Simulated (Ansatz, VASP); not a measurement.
## BN: VASP beside Ansatz

INCAR

```
SYSTEM = BN
PREC     = Accurate       ! precision mode
ENCUT    = 520            ! plane-wave cutoff, eV
EDIFF    = 1E-6           ! SCF threshold, eV
ISMEAR   = 0              ! smearing method
SIGMA    = 0.05           ! smearing width, eV
LREAL    = .False.        ! projectors in reciprocal space
LASPH    = .True.         ! aspherical terms in the spheres
NELM     = 60             ! most SCF steps
ALGO     = Normal         ! electronic algorithm
ISIF     = 2              ! what is computed and relaxed
LWAVE    = .False.        ! write WAVECAR
LCHARG   = .False.        ! write CHGCAR
GGA      = PE             ! functional
IVDW     = 12             ! dispersion correction
NBANDS   = 26             ! bands
```

KPOINTS

```
regular mesh
0
Gamma
  12 12 2
  0 0 0
```

File POSCAR:

```
BN
1.0
    2.5064380638      0.0000000000      0.0000000000
   -1.2532190319      2.1706390363      0.0000000000
    0.0000000000      0.0000000000     13.2336960307
B N
4 4
Direct
    0.3333333333      0.6666666667      0.1250000000
    0.3333333333      0.6666666667      0.6250000000
    0.6666666667      0.3333333333      0.3750000000
    0.6666666667      0.3333333333      0.8750000000
    0.3333333333      0.6666666667      0.3750000000
    0.3333333333      0.6666666667      0.8750000000
    0.6666666667      0.3333333333      0.1250000000
    0.6666666667      0.3333333333      0.6250000000
```

Input for Ansatz:

```yaml
crystal:
  lattice:
    - [2.5064380638, 0.0, 0.0]
    - [-1.2532190319, 2.1706390363, 0.0]
    - [0.0, 0.0, 13.2336960307]
  atoms:
    - { symbol: B, position: [0.3333333333, 0.6666666667, 0.125] }
    - { symbol: B, position: [0.3333333333, 0.6666666667, 0.625] }
    - { symbol: B, position: [0.6666666667, 0.3333333333, 0.375] }
    - { symbol: B, position: [0.6666666667, 0.3333333333, 0.875] }
    - { symbol: "N", position: [0.3333333333, 0.6666666667, 0.375] }
    - { symbol: "N", position: [0.3333333333, 0.6666666667, 0.875] }
    - { symbol: "N", position: [0.6666666667, 0.3333333333, 0.125] }
    - { symbol: "N", position: [0.6666666667, 0.3333333333, 0.625] }
basis:
  ecutwfc: 420
kpoints:
  mp_grid: { grid: [12, 12, 2] }
hamiltonian:
  xc: pbe
  dispersion: d3bj
scf:
  occupations: { method: gaussian, width: 0.05 }
output:
  forces: true
  stress: true
  eigenvalues: true
```

Alike in both runs: task single point; functional PBE; dispersion D3(BJ); k mesh 12 × 12 × 2; occupations gaussian, width 0.05 eV; no spin polarisation.

|  | VASP | Ansatz |
| --- | --- | --- |
| version | VASP 6.6.1 | Ansatz 0.2.0 |
| potentials or method | VASP PAW PBE potentials, release 64 (B, N) | scalar-relativistic, plane waves, PAW |
| plane-wave cutoff (eV) | 520 | 420 |
| valence electrons in the cell | 32 | 32 |

Ansatz gave:

| Property | Result |
| --- | --- |
| gap on the k mesh at the Fermi level (eV) | 4.27 |
| least direct gap on the mesh (eV) | 4.64 |
| pressure (GPa) | 0.0 |
| largest component of the traceless stress (GPa) | 0.01 |

**Question.** Estimate VASP's values.

**Answer.** gap on the k mesh at the Fermi level (eV): 4.27; least direct gap on the mesh (eV): 4.63; pressure (GPa): 0.1; largest component of the traceless stress (GPa): 0.21.

A k mesh can miss the band edges.
